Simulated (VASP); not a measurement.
# PbS (Fm-3m) in VASP: band structure with LDA

Aim: the band structure of PbS with LDA.

All numbers are computed with VASP 6.6.1; they aren't measurements. Logs are shortened: lines on timing, memory, paths and dates and some standing lists are left out, and cuts for length are marked.

## Step 1: Starting point

It takes space group Fm-3m (No. 225, cubic). Conventional cell: a = 5.849 Å, b = 5.849 Å, c = 5.849 Å, α = 90.00°, β = 90.00°, γ = 90.00°. Around Pb (site symmetry m-3m) lie 6 S at 2.92 Å. Around S (site symmetry m-3m) lie 6 Pb at 2.92 Å.

The cell was built by a generator and needn't be a form met in nature.

## Step 2: Band structure, LDA

The input, INCAR:

```
SYSTEM = PbS
PREC     = Accurate       ! precision mode
ENCUT    = 520            ! plane-wave cutoff, eV
EDIFF    = 1E-7           ! SCF threshold, eV
ISMEAR   = 0              ! smearing method
SIGMA    = 0.02           ! smearing width, eV
LREAL    = .False.        ! projectors in reciprocal space
LASPH    = .True.         ! aspherical terms in the spheres
NELM     = 100            ! most SCF steps
ALGO     = Fast           ! electronic algorithm
ISIF     = 2              ! what is computed and relaxed
LWAVE    = .False.        ! write WAVECAR
LCHARG   = .False.        ! write CHGCAR
```

The input, KPOINTS:

```
Automatic mesh
0
Gamma
  10 10 10
  0 0 0
```

The input, POSCAR:

```
PbS                                     
1.0
    0.0000000000      2.9247000561      2.9247000561
    2.9247000561      0.0000000000      2.9247000561
    2.9247000561      2.9247000561      0.0000000000
  Pb              S             
     1     1
Direct
     0.0000000000000000    0.0000000000000000    0.0000000000000000
     0.5000000000000000    0.5000000000000000    0.5000000000000000
```

The input, KPOINTS_OPT:

```
path GXWKGLUWLK,UX
20
line-mode
reciprocal
 0.0000000000  0.0000000000  0.0000000000  G
 0.5000000000  0.0000000000  0.5000000000  X

 0.5000000000  0.0000000000  0.5000000000  X
 0.5000000000  0.2500000000  0.7500000000  W

 0.5000000000  0.2500000000  0.7500000000  W
 0.3750000000  0.3750000000  0.7500000000  K

 0.3750000000  0.3750000000  0.7500000000  K
 0.0000000000  0.0000000000  0.0000000000  G

 0.0000000000  0.0000000000  0.0000000000  G
 0.5000000000  0.5000000000  0.5000000000  L

 0.5000000000  0.5000000000  0.5000000000  L
 0.6250000000  0.2500000000  0.6250000000  U

 0.6250000000  0.2500000000  0.6250000000  U
 0.5000000000  0.2500000000  0.7500000000  W

 0.5000000000  0.2500000000  0.7500000000  W
 0.5000000000  0.5000000000  0.5000000000  L

 0.5000000000  0.5000000000  0.5000000000  L
 0.3750000000  0.3750000000  0.7500000000  K

 0.6250000000  0.2500000000  0.6250000000  U
 0.5000000000  0.0000000000  0.5000000000  X
```

Potentials or basis: VASP PAW LDA potentials, release 64 (Pb_d, S).

Launch:

```console
cat potpaw_LDA.64/Pb_d/POTCAR potpaw_LDA.64/S/POTCAR > POTCAR
mpirun -np 1 vasp_std > vasp.out
```

OUTCAR:

```text
SYSTEM = PbS
   PREC = Accurate
   ENCUT = 520
   EDIFF = 1E-7
   ISMEAR = 0
   LREAL = .False.
   LASPH = .True.
   NELM = 100
   ISIF = 2

 ion  position               nearest neighbor table
   1  0.000  0.000  0.000-   2 2.92   2 2.92   2 2.92   2 2.92   2 2.92   2 2.92
   2  0.500  0.500  0.500-   1 2.92   1 2.92   1 2.92   1 2.92   1 2.92   1 2.92

  LATTYP: Found a face centered cubic cell.
 ALAT       =     5.8494001122

  Lattice vectors:

 A1 = (   0.0000000000,   2.9247000561,   2.9247000561)
 A2 = (   2.9247000561,   0.0000000000,   2.9247000561)
 A3 = (   2.9247000561,   2.9247000561,   0.0000000000)

Analysis of symmetry for initial positions (statically):
=====================================================================
 Subroutine PRICEL returns:
 Original cell was already a primitive cell.

 Routine SETGRP: Setting up the symmetry group for a
 face centered cubic supercell.

 Subroutine GETGRP returns: Found 48 space group operations
 (whereof 48 operations were pure point group operations)
 out of a pool of 48 trial point group operations.

The static configuration has the point symmetry O_h .

Analysis of symmetry for dynamics (positions and initial velocities):
=====================================================================
 Subroutine PRICEL returns:
 Original cell was already a primitive cell.

 Routine SETGRP: Setting up the symmetry group for a
 face centered cubic supercell.

 Subroutine GETGRP returns: Found 48 space group operations
 (whereof 48 operations were pure point group operations)
 out of a pool of 48 trial point group operations.

The dynamic configuration has the point symmetry O_h .

 Subroutine INISYM returns: Found 48 space group operations
 (whereof 48 operations are pure point group operations),
 and found     1 'primitive' translations

----------------------------------------------------------------------------------------

                                     Primitive cell

  volume of cell :      50.0350

  direct lattice vectors                    reciprocal lattice vectors
     0.000000000  2.924700056  2.924700056    -0.170957702  0.170957702  0.170957702
     2.924700056  0.000000000  2.924700056     0.170957702 -0.170957702  0.170957702
     2.924700056  2.924700056  0.000000000     0.170957702  0.170957702 -0.170957702

  length of vectors
     4.136150485  4.136150485  4.136150485     0.296107425  0.296107425  0.296107425

  position of ions in fractional coordinates (direct lattice)
     0.000000000  0.000000000  0.000000000
     0.500000000  0.500000000  0.500000000

  ion indices of the primitive-cell ions
   primitive index   ion index
                 1           1
                 2           2

----------------------------------------------------------------------------------------

 KPOINTS: Automatic mesh

Automatic generation of k-mesh.
 Grid dimensions read from file:
 generate k-points for:   10   10   10

 Generating k-lattice:

  Cartesian coordinates                     Fractional coordinates (reciprocal lattice)
    -0.017095770  0.017095770  0.017095770     0.100000000  0.000000000  0.000000000
     0.017095770 -0.017095770  0.017095770     0.000000000  0.100000000  0.000000000
     0.017095770  0.017095770 -0.017095770     0.000000000  0.000000000  0.100000000

  Length of vectors
     0.029610743  0.029610743  0.029610743

  Shift w.r.t. Gamma in fractional coordinates (k-lattice)
     0.000000000  0.000000000  0.000000000

 Subroutine IBZKPT returns following result:
 ===========================================

 Found     47 irreducible k-points:

 Following reciprocal coordinates:
            Coordinates               Weight
  0.000000  0.000000  0.000000      1.000000
  0.100000  0.000000  0.000000      8.000000
  0.200000  0.000000  0.000000      8.000000
  0.300000  0.000000  0.000000      8.000000
  0.400000  0.000000  0.000000      8.000000
  0.500000  0.000000  0.000000      4.000000
[... 16 lines left out ...]
  0.300000  0.300000  0.000000      6.000000
  0.400000  0.300000  0.000000     24.000000
 [... further k-points ...]
   k-points           NKPTS =     47   k-points in BZ     NKDIM =     47   number of bands    NBANDS=     14
   number of dos      NEDOS =    301   number of ions     NIONS =      2
   total plane-waves  NPLWV =  32768
   dimension x,y,z NGX =    32 NGY =   32 NGZ =   32
   dimension x,y,z NGXF=    64 NGYF=   64 NGZF=   64
   ions per type =               1   1
   NGX,Y,Z   is equivalent  to a cutoff of  12.86, 12.86, 12.86 a.u.
   NGXF,Y,Z  is equivalent  to a cutoff of  25.72, 25.72, 25.72 a.u.
 SYSTEM =  PbS
   PREC   = accura    normal or accurate (medium, high low for compatibility)
   ISTART =      0    job   : 0-new  1-cont  2-samecut
   ICHARG =      2    charge: 1-file 2-atom 10-const
   ISPIN  =      1    spin polarized calculation?
   LNONCOLLINEAR =      F non collinear calculations
   LSORBIT =      F    spin-orbit coupling
   LASPH  =      T    aspherical Exc in radial PAW
   ENCUT  =  520.0 eV  38.22 Ry    6.18 a.u.   7.69  7.69  7.69*2*pi/ulx,y,z
   NELM   =    100;   NELMIN=  2; NELMDL= -5     # of ELM steps
   EDIFF  = 0.1E-06   stopping-criterion for ELM
   LREAL  =      F    real-space projection
   EDIFFG = 0.1E-05   stopping-criterion for IOM
   NSW    =      0    number of steps for IOM
   IBRION =     -1    ionic relax: 0-MD 1-quasi-New 2-CG
   NFREE  =      0    steps in history (QN), initial steepest desc. (CG)
   ISIF   =      2    stress and relaxation
   ISYM   =      2    0-nonsym 1-usesym 2-fastsym
   POTIM  = 0.5000    time-step for ionic-motion
   TEBEG  =    0.0;   TEEND  =   0.0 temperature during run
   PSTRESS=    0.0 pullay stress
   NELECT =      20.0000    total number of electrons
   NUPDOWN=      -1.0000    fix difference up-down
   EMIN   =  10.00;   EMAX   =-10.00  energy-range for DOS
   EFERMI =   0.00;   METHOD = LEGACY
   ISMEAR =     0;   SIGMA  =   0.02  broadening in eV -4-tet -1-fermi 0-gaus
   EFERMI_NEDOS =   21; number of points for ismear=-14 and -15
   IALGO  =     68    algorithm
   IMIX   =      4    mixing-type and parameters
     AMIX     =   0.40;   BMIX     =  1.00
     AMIX_MAG =   1.60;   BMIX_MAG =  1.00
  volume/ion in A,a.u.               =      25.02       168.83
  Fermi-wavevector in a.u.,A,eV,Ry     =   1.205943  2.278902 19.786937  1.454299
  Thomas-Fermi vector in A             =   2.341625
   LORBIT       =      0    0 simple, 1 ext, 2 COOP (PROOUT), +10 PAW based schemes
   GGA     = CA    functional components
   LHFCALC =     F    Hartree Fock is set to
   AEXX    =    0.0000 exact exchange contribution
   IVDW    =     0    specifies the selected vdW correction
   LEPSILON=     F    determine dielectric tensor
   LRPA    =     F    only Hartree local field effects (RPA)
 non-spin polarized calculation
 RMM-DIIS sequential band-by-band and
 Gauss-broadening in eV      SIGMA  =   0.02
  energy-cutoff  :      520.00
  volume of cell :       50.04
 maximum number of plane-waves:      1365
   NGX = 15   NGY = 15   NGZ = 15

 number of electron      19.9999997 magnetization

 Free energy of the ion-electron system (eV)
  ---------------------------------------------------
  ext. energy  EPLUGINS =         0.00000000
  ---------------------------------------------------
  free energy    TOTEN  =        -9.99831414 eV

  energy without entropy =       -9.99828996  energy(sigma->0) =       -9.99830205

 E-fermi :   6.2403     XC(G=0): -10.2210

 val. band max:        6.2173782366   @ k =   0.5000   0.0000   0.0000
 cond. band min:       6.2632891763   @ k =   0.5000   0.0000   0.0000
 fundamental gap:      0.0459109397
 Fermi energy:         6.2403337066

 k-point     1 :       0.0000    0.0000    0.0000
  band No.  band energies     occupation
      1     -10.6914      2.00000
      2     -10.6914      2.00000
      3     -10.6914      2.00000
      4     -10.6837      2.00000
      5     -10.6837      2.00000
      6      -7.7961      2.00000
      7       0.1610      2.00000
      8       3.7910      2.00000
      9       3.7910      2.00000
     10       3.7910      2.00000
     11      11.3570      0.00000
     12      11.3570      0.00000
     13      11.3570      0.00000
     14      12.7026      0.00000

 k-point     2 :       0.1000    0.0000    0.0000
  band No.  band energies     occupation
      1     -10.6909      2.00000
      2     -10.6903      2.00000
      3     -10.6903      2.00000
      4     -10.6831      2.00000
      5     -10.6831      2.00000
      6      -7.7026      2.00000
      7      -0.1906      2.00000
      8       3.8208      2.00000
      9       3.8208      2.00000
     10       4.0593      2.00000
     11      10.4062      0.00000
     12      10.7618      0.00000
     13      10.7618      0.00000
     14      12.6745      0.00000

 k-point     3 :       0.2000    0.0000    0.0000
  band No.  band energies     occupation
      1     -10.6984      2.00000
      2     -10.6984      2.00000
      3     -10.6900      2.00000
      4     -10.6706      2.00000
      5     -10.6706      2.00000
      6      -7.4328      2.00000
      7      -0.9966      2.00000
      8       3.9082      2.00000
      9       3.9082      2.00000
     10       4.6218      2.00000
     11       9.0053      0.00000
     12       9.7269      0.00000
     13       9.7269      0.00000
     14      12.6746      0.00000
[... 324 lines left out ...]
 k-point    23 :       0.3000    0.3000    0.0000
  band No.  band energies     occupation
      1     -10.7907      2.00000
      2     -10.7122      2.00000
      3     -10.6633      2.00000
      4     -10.6439      2.00000
      5     -10.6439      2.00000
      6      -6.7236      2.00000
      7      -1.3582      2.00000
      8       2.8674      2.00000
      9       2.8674      2.00000
     10       3.3146      2.00000
     11       9.3017      0.00000
     12      10.2825      0.00000
     13      11.2112      0.00000
     14      11.2112      0.00000

 k-point    24 :       0.4000    0.3000    0.0000
  band No.  band energies     occupation
      1     -10.8163      2.00000
      2     -10.7123      2.00000
      3     -10.6655      2.00000
      4     -10.6362      2.00000
      5     -10.6316      2.00000
      6      -6.3859      2.00000
      7      -1.6151      2.00000
      8       2.2665      2.00000
      9       2.7714      2.00000
     10       2.9951      2.00000
     11       9.8146      0.00000
     12      10.1942      0.00000
     13      11.0742      0.00000
     14      11.5293      0.00000

 [... further k-points ...]

------------------------ aborting loop because EDIFF is reached ----------------------------------------

  FORCE on cell =-STRESS in cart. coord.  units (eV):
  Direction    XX          YY          ZZ          XY          YZ          ZX
  --------------------------------------------------------------------------------------
  -------------------------------------------------------------------------------------
  Total       -0.0166004     -0.0166004     -0.0166004     -0.0000000      0.0000000      0.0000000
  in kB       -0.5315645     -0.5315645     -0.5315645     -0.0000000      0.0000000      0.0000000
  external PRESSURE =      -0.5315645 kB  Pullay stress =       0.0000000 kB

 VOLUME and BASIS-vectors are now :
 -----------------------------------------------------------------------------
  energy-cutoff  :      520.00
  volume of cell :       50.04
      direct lattice vectors                 reciprocal lattice vectors
     0.000000000  2.924700056  2.924700056    -0.170957702  0.170957702  0.170957702
     2.924700056  0.000000000  2.924700056     0.170957702 -0.170957702  0.170957702
     2.924700056  2.924700056  0.000000000     0.170957702  0.170957702 -0.170957702

 POSITION                                       TOTAL-FORCE (eV/Angst)
 -----------------------------------------------------------------------------------
      0.00000      0.00000      0.00000         0.000000     -0.000000      0.000000
      2.92470      2.92470      2.92470        -0.000000      0.000000     -0.000000
 -----------------------------------------------------------------------------------
    total drift:                                0.000000     -0.000000     -0.000000

  FREE ENERGIE OF THE ION-ELECTRON SYSTEM (eV)
  ---------------------------------------------------
  free  energy   TOTEN  =        -9.9983141381 eV

  energy  without entropy=       -9.9982899605  energy(sigma->0) =       -9.99830205
```

Wall time 48 s (1 thread of Intel Xeon Platinum 8488C (Sapphire Rapids), shared host); peak memory 0.19 GiB.

Results:

```yaml
Free_energy: -9.9983 eV
Pressure: -0.1 GPa
Band_gap_on_the_k_mesh: 0.05 eV, direct
Band_gap_along_the_path: 0.05 eV, direct
```

Levels at the corners of the path, in eV from the valence-band top:
```
point  band 7  band 8  band 9  band 10  band 11  band 12  band 13  band 14
    Γ   -6.06   -2.43   -2.43    -2.43     5.14     5.14     5.14     6.49
    X   -7.40   -5.68   -3.80    -3.80     3.49     5.55     5.67     5.67
    X   -7.40   -5.68   -3.80    -3.80     3.49     5.55     5.67     5.67
    W   -8.25   -4.86   -4.86    -1.15     1.97     4.51     4.51     8.07
    W   -8.25   -4.86   -4.86    -1.15     1.97     4.51     4.51     8.07
    K   -8.30   -5.23   -3.26    -2.74     3.16     4.03     4.97     6.03
    K   -8.30   -5.23   -3.26    -2.74     3.16     4.03     4.97     6.03
    Γ   -6.06   -2.43   -2.43    -2.43     5.14     5.14     5.14     6.49
    Γ   -6.06   -2.43   -2.43    -2.43     5.14     5.14     5.14     6.49
    L   -9.24   -1.99   -1.99     0.00     0.05     1.68     1.68     8.47
    L   -9.24   -1.99   -1.99     0.00     0.05     1.68     1.68     8.47
    U   -8.30   -5.23   -3.26    -2.74     3.16     4.03     4.97     6.03
    U   -8.30   -5.23   -3.26    -2.74     3.16     4.03     4.97     6.03
    W   -8.25   -4.86   -4.86    -1.15     1.97     4.51     4.51     8.07
    W   -8.25   -4.86   -4.86    -1.15     1.97     4.51     4.51     8.07
    L   -9.24   -1.99   -1.99     0.00     0.05     1.68     1.68     8.47
    L   -9.24   -1.99   -1.99     0.00     0.05     1.68     1.68     8.47
    K   -8.30   -5.23   -3.26    -2.74     3.16     4.03     4.97     6.03
    U   -8.30   -5.23   -3.26    -2.74     3.16     4.03     4.97     6.03
    X   -7.40   -5.68   -3.80    -3.80     3.49     5.55     5.67     5.67
```

Caveat: spin-orbit coupling is left out, which as a rule narrows the gap of such compounds by several tenths of an eV.
